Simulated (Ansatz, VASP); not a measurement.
## One calculation of Sb, two programs

The input INCAR:

```
PREC = Accurate ; ENCUT = 520
EDIFF = 1E-6 ; ISMEAR = -1
SIGMA = 0.05 ; LREAL = False
LASPH = True ; NELM = 80
ALGO = Normal ; ISIF = 2
LWAVE = False ; LCHARG = False
GGA = PE ; IVDW = 13
NBANDS = 8
```

KPOINTS

```
regular mesh
0
Gamma
  12 12 12
```

The input POSCAR:

```
Sb
1.0
    0.0000000000      2.3050000000      2.3050000000
    2.3050000000      0.0000000000      2.3050000000
    2.3050000000      2.3050000000      0.0000000000
Sb
1
Direct
    0.0000000000      0.0000000000      0.0000000000
```

Input for Ansatz:

```yaml
crystal:
  lattice:
    - [0.0, 2.305, 2.305]
    - [2.305, 0.0, 2.305]
    - [2.305, 2.305, 0.0]
  atoms:
    - { symbol: Sb, position: [0.0, 0.0, 0.0] }
kpoints:
  mp_grid: { grid: [12, 12, 12] }
scf:
  occupations: { method: fermi_dirac, width: 0.05 }
hamiltonian:
  xc: pbe
  pseudopotentials: { kind: all_electron, lapw: { basis_error: 0.0001 } }
  dispersion: d4
output:
  forces: true
  stress: true
  eigenvalues: true
```

This isn't the form of Sb at room conditions, which is rhombohedral.

Alike in both runs: task single point; functional PBE; dispersion D4; k mesh 12 × 12 × 12; occupations fermi-dirac, width 0.05 eV; no spin polarisation.

|  | VASP | Ansatz |
| --- | --- | --- |
| version | VASP 6.6.1 | Ansatz 0.2.0 |
| potentials or method | VASP PAW PBE potentials, release 64 (Sb) | all-electron LAPW, scalar-relativistic |
| plane-wave cutoff (eV) | 520 | see its input |

Ansatz gave:

```
gap on the k mesh at the Fermi level (eV) : none
pressure (GPa)                            : 5.0
dispersion energy (meV/atom)              : -613.4
```

Task: What did VASP give for the same quantities?

Result: gap on the k mesh at the Fermi level (eV): none; pressure (GPa): 4.9; dispersion energy (meV/atom): -613.3.

A gap of «none» marks a metal or a gap that the smearing closes. Ansatz ran all-electron here, so the differences hold the error of VASP's frozen core and of both bases.

Caveats: pairwise dispersion overbinds metals, which lowers pressure and volume. The runs have no spin-orbit coupling, so splittings on Sb are missing.
